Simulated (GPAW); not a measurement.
Runs of GPAW 26.7.0 on Zr. It takes space group P6_3/mmc (No. 194, hexagonal). Conventional cell: a = 3.232 Å, b = 3.232 Å, c = 5.147 Å, α = 90.00°, β = 90.00°, γ = 120.00°. Zr (site symmetry -6m2) is surrounded by 12 Zr at 3.18 to 3.23 Å. 

```tsv
task	level	potentials or basis	spin	cell	k mesh	band path	band points	eigensolver	optimizer	fmax	gap on the mesh (eV)	pressure (GPa)
band structure	revPBE	the program's PAW data sets (release 1.2.1) made for this functional, pw	off	as given	9 × 9 × 5	GMKGALHA,LM,KH	100	-	-	-	-	(a)
band structure	BLYP	PAW data sets generated in the run's folder for this functional, pw	off	as given	9 × 9 × 5	GMKGALHA,LM,KH	80	davidson	-	-	-	3.2
relaxation of cell and atoms	r2SCAN+D4	GPAW PAW data sets (gpaw-data 1.2.1), pw	off	relaxed to -2 GPa	7 × 7 × 4	-	-	-	LBFGS	0.02 eV/Å	none	-2.0
band structure	mBEEF	GPAW PAW data sets (gpaw-data 1.2.1), pw	SOC, no magnetisation	as given	7 × 7 × 4	GMKGALHA,LM,KH	60	-	-	-	-	-0.5
band structure	PBE	GPAW PAW data sets (gpaw-data 1.2.1), pw	SOC, no magnetisation	as given	7 × 7 × 4	GMKGALHA,LM,KH	100	-	-	-	-	0.2
relaxation of cell and atoms	PBE	GPAW PAW data sets (gpaw-data 1.2.1), pw	off	relaxed	7 × 7 × 4	-	-	-	LBFGS	0.05 eV/Å	none	0.2
relaxation of cell and atoms	PBE+D4	GPAW PAW data sets (gpaw-data 1.2.1), pw	off	relaxed	9 × 9 × 5	-	-	-	BFGS	0.02 eV/Å	none	0.0
```

Alike in all rows: cutoff (eV) 600; smearing fermi-dirac 0.05 eV.

Q: Fill in the values left out.

A: (a) 1.8.

Caveats: later steps reuse the first step's grids (some runs); the PAW data sets were made with another functional, which shifts forces and pressure a little (some runs); pairwise dispersion overbinds metals, which lowers pressure and volume (some runs); spin-orbit coupling was added after a scalar SCF, so levels and gaps hold it while energy, forces, pressure and moments don't (some runs); this program's spin-orbit splittings come out too wide for heavy elements (some runs); the relaxation stopped at its first step, so nothing moved (some runs).

A k mesh can miss the band edges, and rows without SOC leave out spin-orbit coupling on Zr.

A gap of «none» marks a metal or a gap under the smearing width.
